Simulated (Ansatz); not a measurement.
A run of Ansatz 0.2.0 is set up as follows.

input.yaml

```yaml
crystal:
  lattice:
    - [2.1542, 1.2437279499, 3.758]
    - [-2.1542, 1.2437279499, 3.758]
    - [0.0, -2.4874558998, 3.758]
  atoms:
    - { symbol: Sb, position: [0.76651, 0.76651, 0.76651] }
    - { symbol: Sb, position: [0.23349, 0.23349, 0.23349] }
hamiltonian:
  xc: pbe
  pseudopotentials: { kind: paw }
kpoints:
  mp_grid: { grid: [8, 8, 8] }
scf:
  occupations: { method: gaussian, width: 0.014 }
output:
  forces: true
  stress: true
  eigenvalues: true
```

Potentials or basis: Ansatz PAW.

Command:

```bash
$ ansatz run input.yaml --threads 2 --pin off --max-ram 5632MiB --backend cpu --events-out ev --progress --plain --runs-dir out
```

**Question.** What does it give for the band gap on the k mesh?

**Answer.** None (metal or under the smearing width).

**Question.** Predict the pressure.

**Answer.** 2.7 GPa.

**Question.** Estimate the largest force.

**Answer.** 0.141 eV/Å.

Stress tensor (GPa, compression positive):
```
2.94 0.00 0.00
0.00 2.94 0.00
0.00 0.00 2.23
```

Spin-orbit coupling is left out, which matters for the levels of Sb.
